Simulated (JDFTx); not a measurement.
The system is Ag.

```
Ag
1.0
    -1.65565    1.65565    1.65565
     1.65565   -1.65565    1.65565
     1.65565    1.65565   -1.65565
Ag
1
Cartesian
  0.0000 0.0000 0.0000
```

This isn't the form of Ag at room conditions, which is fcc.

- Program: JDFTx 1.7.0 (patched build)
- Task: single point
- Functional: PBE
- Potentials or basis: PseudoDojo-SR-PBE-0.5-standard
- Cutoff: 1116 eV
- Density cutoff: 4463 eV
- k mesh: 11 × 11 × 11
- Occupations: fermi-dirac, width 0.05 eV
- Spin: no spin polarisation

On this cell: pressure -0.9 GPa; band gap on the k mesh none (metal or under the smearing width).

The same run follows on a disturbed copy (cell strained at random at fixed volume):

```
Ag
1.0
    -1.66744    1.70967    1.67800
     1.64484   -1.66248    1.60821
     1.64974    1.64478   -1.63081
Ag
1
Direct
  0.00036 0.98336 0.99733
```

**Question.** What changes?

**Answer.** The energy (extrapolated to zero smearing) moves by +2.5 meV/atom; pressure -0.9 GPa; band gap on the k mesh none (metal or under the smearing width).

Stress tensor (GPa, compression positive):
```
-0.94  0.53  0.64
 0.53 -0.67 -1.55
 0.64 -1.55 -1.07
```
